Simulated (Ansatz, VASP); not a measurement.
**Au in VASP and in Ansatz**

INCAR

```
PREC = Accurate
ENCUT = 520
EDIFF = 1E-6
ISMEAR = 0
SIGMA = 0.1
LREAL = False
LASPH = True
NELM = 100
ALGO = Fast
ISIF = 2
LWAVE = False
LCHARG = False
GGA = PS
NBANDS = 12
```

File KPOINTS:

```
regular mesh
0
Gamma
  18 18 18
```

Contents of POSCAR:

```
Au
1.0
   -1.6528672189      1.6528672189      1.6528672189
    1.6528672189     -1.6528672189      1.6528672189
    1.6528672189      1.6528672189     -1.6528672189
Au
1
Direct
    0.0000000000      0.0000000000      0.0000000000
```

Input for Ansatz:

```yaml
crystal:
  lattice:
    - [-1.6528672189, 1.6528672189, 1.6528672189]
    - [1.6528672189, -1.6528672189, 1.6528672189]
    - [1.6528672189, 1.6528672189, -1.6528672189]
  atoms:
    - { symbol: Au, position: [0.0, 0.0, 0.0] }
basis:
  ecutwfc: 420
kpoints:
  mp_grid: { grid: [18, 18, 18] }
hamiltonian:
  xc: pbesol
scf:
  occupations: { method: gaussian, width: 0.1 }
output:
  forces: true
  stress: true
  eigenvalues: true
```

Alike in both runs: task single point; functional PBEsol; k mesh 18 × 18 × 18; occupations gaussian, width 0.1 eV; no spin polarisation.

|  | VASP | Ansatz |
| --- | --- | --- |
| version | VASP 6.6.1 | Ansatz 0.2.0 |
| potentials or method | VASP PAW PBE potentials, release 64 (Au) | scalar-relativistic, plane waves, PAW |
| plane-wave cutoff (eV) | 520 | 420 |
| valence electrons in the cell | 11 | 19 |

|  | VASP | Ansatz | Ansatz less VASP |
| --- | --- | --- | --- |
| gap on the k mesh at the Fermi level (eV) | none | none | - |
| pressure (GPa) | -8.8 | -8.6 | +0.16 |

A gap of «none» marks a metal or a gap that the smearing closes. The two sets of potentials don't hold the same shells in valence.

Caveats: the PAW data sets were made with another functional, which shifts forces and pressure a little (VASP). Spin-orbit coupling is left out, which matters for the levels of Au.
